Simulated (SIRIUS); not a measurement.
# CdO (Monteponite) in SIRIUS: convergence with radial points in a sphere

Input of the first run (radial points in a sphere 200); the others differ in this setting and in those tied to it:

File sirius.json:

```json
{
  "control": {
    "processing_unit": "cpu",
    "std_evp_solver_name": "lapack",
    "gen_evp_solver_name": "lapack",
    "verbosity": 2,
    "print_forces": true,
    "ortho_rf": true,
    "use_second_variation": true,
    "rmt_max": 3.0,
    "num_bands_to_print": 20,
    "save_wf": true
  },
  "parameters": {
    "electronic_structure_method": "full_potential_lapwlo",
    "xc_functionals": ["XC_GGA_X_PBE", "XC_GGA_C_PBE"],
    "core_relativity": "dirac",
    "valence_relativity": "iora",
    "num_fv_states": 20,
    "smearing": "fermi_dirac",
    "smearing_width": 0.0018374661,
    "pw_cutoff": 23,
    "gk_cutoff": 4.5,
    "lmax_apw": 13,
    "lmax_rho": 8,
    "lmax_pot": 8,
    "num_mag_dims": 0,
    "auto_rmt": 0,
    "ngridk": [10, 10, 10],
    "shiftk": [0, 0, 0],
    "num_dft_iter": 80,
    "energy_tol": 1e-07,
    "density_tol": 1e-05,
    "use_symmetry": true
  },
  "settings": {"tol_ne": 1e-10},
  "iterative_solver": {"type": "exact"},
  "mixer": {"type": "anderson", "beta": 0.5, "max_history": 8},
  "unit_cell": {
    "lattice_vectors": [[0.0, 4.4399115298, 4.4399115298], [4.4399115298, 0.0, 4.4399115298], [4.4399115298, 4.4399115298, 0.0]],
    "atom_types": ["Cd", "O"],
    "atom_files": {"Cd": "Cd.json", "O": "O.json"},
    "atoms": {"Cd": [[0.0, 0.0, 0.0]], "O": [[0.5, 0.5, 0.5]]}
  }
}
```

The input Cd.json:

```json
{
  "name": "cadmium",
  "symbol": "Cd",
  "number": 48,
  "mass": 112.411,
  "rmin": 1e-06,
  "rmt": 2.54,
  "nrmt": 200,
  "rinf": 14.45,
  "core": "1s2s2p3s3p3d",
  "valence": [
    {"basis": [{"enu": 0.0, "dme": 0, "n": 0, "auto": 0}, {"enu": 0.0, "dme": 1, "n": 0, "auto": 0}]},
    {"l": 0, "n": 1, "basis": [{"enu": 0.1, "dme": 0, "n": 0, "auto": 0}]},
    {"l": 1, "n": 2, "basis": [{"enu": 0.1, "dme": 0, "n": 0, "auto": 0}]},
    {"l": 2, "n": 3, "basis": [{"enu": 0.0398, "dme": 0, "n": 0, "auto": 0}]},
    {"l": 3, "n": 4, "basis": [{"enu": 0.1, "dme": 0, "n": 0, "auto": 0}]}
  ],
  "lo": [
    {"l": 0, "basis": [{"enu": 0.1, "dme": 0, "n": 0, "auto": 0}, {"enu": 0.1, "dme": 1, "n": 0, "auto": 0}]},
    {
      "l": 0,
      "basis": [{"enu": -3.5589, "dme": 0, "n": 4, "auto": 1}, {"enu": -3.5589, "dme": 1, "n": 4, "auto": 1}]
    },
    {"l": 0, "basis": [{"enu": -3.5589, "dme": 1, "n": 4, "auto": 1}, {"enu": 0.1, "dme": 0, "n": 0, "auto": 0}]},
    {"l": 0, "basis": [{"enu": 0.1, "dme": 0, "n": 0, "auto": 0}, {"enu": 2.58, "dme": 0, "n": 0, "auto": 0}]},
    {"l": 1, "basis": [{"enu": 0.1, "dme": 0, "n": 0, "auto": 0}, {"enu": 0.1, "dme": 1, "n": 0, "auto": 0}]},
    {
      "l": 1,
      "basis": [{"enu": -2.1396, "dme": 0, "n": 4, "auto": 1}, {"enu": -2.1396, "dme": 1, "n": 4, "auto": 1}]
    },
    {"l": 1, "basis": [{"enu": -2.1396, "dme": 1, "n": 4, "auto": 1}, {"enu": 0.1, "dme": 0, "n": 0, "auto": 0}]},
    {"l": 1, "basis": [{"enu": 0.1, "dme": 0, "n": 0, "auto": 0}, {"enu": 2.952, "dme": 0, "n": 0, "auto": 0}]},
    {
      "l": 2,
      "basis": [{"enu": 0.0398, "dme": 0, "n": 0, "auto": 0}, {"enu": 0.0398, "dme": 1, "n": 0, "auto": 0}]
    },
    {
      "l": 2,
      "basis": [{"enu": 0.0398, "dme": 1, "n": 0, "auto": 0}, {"enu": 0.0398, "dme": 2, "n": 0, "auto": 0}]
    },
    {
      "l": 2,
      "basis": [{"enu": 0.0398, "dme": 0, "n": 0, "auto": 0}, {"enu": 2.4578, "dme": 0, "n": 0, "auto": 0}]
    },
    {"l": 3, "basis": [{"enu": 0.1, "dme": 0, "n": 0, "auto": 0}, {"enu": 0.1, "dme": 1, "n": 0, "auto": 0}]},
    {"l": 3, "basis": [{"enu": 0.1, "dme": 0, "n": 0, "auto": 0}, {"enu": 2.797, "dme": 0, "n": 0, "auto": 0}]}
  ],
  "free_atom": [... radial grid and density of the free atom, the start of the SCF ...]
}
```

O.json

```json
{
  "name": "oxygen",
  "symbol": "O",
  "number": 8,
  "mass": 15.9994,
  "rmin": 1e-06,
  "rmt": 1.6,
  "nrmt": 200,
  "rinf": 11.55,
  "core": "1s",
  "valence": [
    {"basis": [{"enu": 0.0, "dme": 0, "n": 0, "auto": 0}, {"enu": 0.0, "dme": 1, "n": 0, "auto": 0}]},
    {"l": 0, "n": 1, "basis": [{"enu": -0.1172, "dme": 0, "n": 0, "auto": 0}]},
    {"l": 1, "n": 2, "basis": [{"enu": 0.1, "dme": 0, "n": 0, "auto": 0}]},
    {"l": 2, "n": 3, "basis": [{"enu": 0.1, "dme": 0, "n": 0, "auto": 0}]},
    {"l": 3, "n": 4, "basis": [{"enu": 0.1, "dme": 0, "n": 0, "auto": 0}]}
  ],
  "lo": [
    {
      "l": 0,
      "basis": [{"enu": -0.1172, "dme": 0, "n": 0, "auto": 0}, {"enu": -0.1172, "dme": 1, "n": 0, "auto": 0}]
    },
    {
      "l": 0,
      "basis": [{"enu": -0.1172, "dme": 1, "n": 0, "auto": 0}, {"enu": -0.1172, "dme": 2, "n": 0, "auto": 0}]
    },
    {
      "l": 0,
      "basis": [{"enu": -0.1172, "dme": 0, "n": 0, "auto": 0}, {"enu": 4.5703, "dme": 0, "n": 0, "auto": 0}]
    },
    {"l": 1, "basis": [{"enu": 0.1, "dme": 0, "n": 0, "auto": 0}, {"enu": 0.1, "dme": 1, "n": 0, "auto": 0}]},
    {"l": 1, "basis": [{"enu": 0.1, "dme": 1, "n": 0, "auto": 0}, {"enu": 0.1, "dme": 2, "n": 0, "auto": 0}]},
    {"l": 1, "basis": [{"enu": 0.1, "dme": 0, "n": 0, "auto": 0}, {"enu": 5.4906, "dme": 0, "n": 0, "auto": 0}]},
    {"l": 2, "basis": [{"enu": 0.1, "dme": 0, "n": 0, "auto": 0}, {"enu": 0.1, "dme": 1, "n": 0, "auto": 0}]},
    {"l": 2, "basis": [{"enu": 0.1, "dme": 1, "n": 0, "auto": 0}, {"enu": 0.1, "dme": 2, "n": 0, "auto": 0}]},
    {"l": 2, "basis": [{"enu": 0.1, "dme": 0, "n": 0, "auto": 0}, {"enu": 6.1937, "dme": 0, "n": 0, "auto": 0}]},
    {"l": 3, "basis": [{"enu": 0.1, "dme": 0, "n": 0, "auto": 0}, {"enu": 0.1, "dme": 1, "n": 0, "auto": 0}]}
  ],
  "free_atom": [... radial grid and density of the free atom, the start of the SCF ...]
}
```

sirius_start.json

```json
{
  "control": {
    "processing_unit": "cpu",
    "std_evp_solver_name": "lapack",
    "gen_evp_solver_name": "lapack",
    "verbosity": 1,
    "print_forces": false,
    "ortho_rf": true,
    "use_second_variation": true,
    "rmt_max": 3.0,
    "num_bands_to_print": 20,
    "save_wf": false
  },
  "parameters": {
    "electronic_structure_method": "full_potential_lapwlo",
    "xc_functionals": ["XC_LDA_X", "XC_LDA_C_PW"],
    "core_relativity": "dirac",
    "valence_relativity": "iora",
    "num_fv_states": 20,
    "smearing": "fermi_dirac",
    "smearing_width": 0.0055123983,
    "pw_cutoff": 23,
    "gk_cutoff": 3.6,
    "lmax_apw": 13,
    "lmax_rho": 8,
    "lmax_pot": 8,
    "num_mag_dims": 0,
    "auto_rmt": 0,
    "ngridk": [4, 4, 4],
    "shiftk": [0, 0, 0],
    "num_dft_iter": 30,
    "energy_tol": 0.01,
    "density_tol": 0.05,
    "use_symmetry": true
  },
  "settings": {"tol_ne": 1e-10},
  "iterative_solver": {"type": "exact"},
  "mixer": {"type": "anderson", "beta": 0.5, "max_history": 8},
  "unit_cell": {
    "lattice_vectors": [[0.0, 4.4399115298, 4.4399115298], [4.4399115298, 0.0, 4.4399115298], [4.4399115298, 4.4399115298, 0.0]],
    "atom_types": ["Cd", "O"],
    "atom_files": {"Cd": "Cd.json", "O": "O.json"},
    "atoms": {"Cd": [[0.0, 0.0, 0.0]], "O": [[0.5, 0.5, 0.5]]}
  }
}
```

Potentials or basis: all-electron FP-LAPW, apw+lo standard.

Command:

```bash
$ OMP_NUM_THREADS=1 sirius.scf --input=sirius_start.json --output=start.json
$ OMP_NUM_THREADS=1 sirius.scf --input=sirius.json --output=output.json --task=1
```

Hardware: 1 thread of Intel(R) Xeon(R) Platinum 8375C CPU @ 2.90GHz (Ice Lake), on a shared host.

```csv
radial points in a sphere,"energy less the tightest run, at zero smearing (meV/atom)",SCF cycles,CPU time (s),peak memory (GiB)
200,-28.32,17,100,0.54
300,-4.46,8,62,0.55
450,-0.74,8,66,0.57
700,-0.11,8,72,0.62
1000,-0.02,8,80,0.68
1500,0.00,8,91,0.78
```

Against the tightest run, the energy stays within 1 meV/atom from 450 on. The tightest run that finished is the yardstick and may itself not be fully converged.
